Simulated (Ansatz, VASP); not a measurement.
AlRu in VASP and in Ansatz

File INCAR:

```
PREC = Accurate
ENCUT = 520
EDIFF = 1E-7
ISMEAR = -1
SIGMA = 0.1
LREAL = F
LASPH = T
NELM = 80
ALGO = Normal
ISIF = 2
LWAVE = F
LCHARG = F
GGA = PE
NBANDS = 16
```

KPOINTS

```
Automatic mesh
0
Gamma
  13 13 13
```

File POSCAR:

```
AlRu
1.0
    2.4616467969      0.0000000000      0.0000000000
    0.0000000000      2.4616467969      0.0000000000
    0.0000000000      0.0000000000      2.4616467969
Ru Al
1 1
Direct
    0.0000000000      0.0000000000      0.0000000000
    0.5000000000      0.5000000000      0.5000000000
```

Input for Ansatz:

```yaml
crystal:
  lattice:
    - [2.4616467969, 0.0, 0.0]
    - [0.0, 2.4616467969, 0.0]
    - [0.0, 0.0, 2.4616467969]
  atoms:
    - { symbol: Ru, position: [0.0, 0.0, 0.0] }
    - { symbol: Al, position: [0.5, 0.5, 0.5] }
kpoints:
  mp_grid: { grid: [13, 13, 13] }
scf:
  occupations: { method: fermi_dirac, width: 0.1 }
hamiltonian:
  xc: pbe
  pseudopotentials: { kind: all_electron, datasets: crystal }
output:
  forces: true
  stress: true
  eigenvalues: true
```

Change from the starting cell: volume scaled by 0.55, crystal datasets.

Alike in both runs: task single point; functional PBE; k mesh 13 × 13 × 13; occupations fermi-dirac, width 0.1 eV; no spin polarisation.

|  | VASP | Ansatz |
| --- | --- | --- |
| version | VASP 6.6.1 | Ansatz 0.2.0 |
| potentials or method | VASP PAW PBE potentials, release 64 (Ru_pv, Al) | all-electron PAW with datasets made for the crystal, scalar-relativistic |
| plane-wave cutoff (eV) | 520 | see its input |

```tsv
	VASP	Ansatz	Ansatz less VASP
pressure (GPa)	438.1	432.7	-5.42
```

Ansatz ran all-electron here, so the differences hold the error of VASP's frozen core and of both bases.

Caveats: the cell as given lies far from equilibrium; so large a pressure means that the cell lies far from this level's equilibrium, or that cutoff or potentials fall short (VASP).
